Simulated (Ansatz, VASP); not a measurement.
## Rh: VASP beside Ansatz

```xyz
1
Lattice="0.0000 1.8964 1.8964 1.8964 0.0000 1.8964 1.8964 1.8964 0.0000" Properties=species:S:1:pos:R:3 pbc="T T T"
Rh    0.0000    0.0000    0.0000
```

Alike in both runs: functional revPBE; dispersion D3(BJ); k mesh 15 × 15 × 15; occupations fermi-dirac, width 0.3 eV; no spin polarisation.

Ansatz relaxed the structure, and its values are those at the end. VASP's run is a single point on that final structure, the one shown.

|  | VASP | Ansatz |
| --- | --- | --- |
| version | VASP 6.6.1 | Ansatz 0.2.0 |
| potentials or method | VASP PAW PBE potentials, release 64 (Rh_pv) | plane waves, PAW |
| plane-wave cutoff (eV) | 520 | 422 |
| valence electrons in the cell | 15 | 17 |

VASP gave:

```
pressure (GPa)               : 0.3
dispersion energy (meV/atom) : -1241.4
```

Problem. Estimate Ansatz's values.

Solution. Pressure (GPa): 0.0; dispersion energy (meV/atom): -1241.6.

The two sets of potentials don't hold the same shells in valence.

Caveats: the PAW data sets were made with another functional, which shifts forces and pressure a little (VASP); pairwise dispersion overbinds metals, which lowers pressure and volume.
